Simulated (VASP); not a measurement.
The system is ZnSiP2.

```
Zn P Si
1.0
    -2.68670    2.68670    5.23003
     2.68670   -2.68670    5.23003
     2.68670    2.68670   -5.23003
Zn P Si
2 4 2
Direct
  0.75000 0.25000 0.50000
  0.00000 0.00000 0.00000
  0.14230 0.62500 0.01730
  0.60770 0.12500 0.98270
  0.87500 0.85770 0.48270
  0.37500 0.39230 0.51730
  0.25000 0.75000 0.50000
  0.50000 0.50000 0.00000
```

The cell is a database's computed one.

Base run:

| Property | Result |
| --- | --- |
| Program | VASP 6.6.1 |
| Functional | BLYP |
| Potentials or basis | VASP PAW PBE potentials, release 64 (Zn, P, Si) |
| Cutoff | 520 eV |
| k mesh | 5 × 5 × 5 |
| Occupations | fermi-dirac, width 0.05 eV |
| Spin | no spin polarisation |

Its results: band gap on the k mesh 1.52 eV, direct.

**Question.** After a change of settings the same cell gave: band gap on the k mesh 1.19 eV, direct. Which change was it?
A. functional from BLYP to revPBE
B. functional from BLYP to LDA; potentials or basis from VASP PAW PBE potentials, release 64 (Zn, P, Si) to VASP PAW LDA potentials, release 64 (Zn, P, Si)
C. functional from BLYP to RPBE

**Answer.** B.

Not every run made on this cell is shown here.
